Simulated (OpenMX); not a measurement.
# BAs in OpenMX: the effect of dispersion

The system is BAs.

```
B As
1.0
     2.12755    0.00000    0.00000
     0.00000    3.17406    0.00000
     0.00000    0.00000    4.95098
B As
1 1
Direct
  0.00000 0.50000 0.00000
  0.50000 0.50000 0.50000
```

The cell was built by a generator and needn't be a form met in nature.

Alike in all runs:

```yaml
Program: OpenMX 3.8.5
Task: single point
Functional: PBE
Potentials_or_basis: OpenMX 2013 PBE set, B7.0-s2p2d1, As7.0-s3p2d2, grid cutoff 500 Ry
k_mesh: 9 × 7 × 5
Occupations: fermi-dirac, width 0.05 eV
Spin: no spin polarisation
```

```csv
dispersion,pressure (GPa)
none,7.9
D3,?
D3(BJ),5.9
D4,4.7
```

What does the run with dispersion D3 give?

Pressure 6.6 GPa.

Caveats: the basis of atomic orbitals isn't converged, which shifts pressures, moduli and gaps; this functional lacks dispersion, which binds the layers, so the pressure and a relaxed spacing across them are unreliable (some runs).
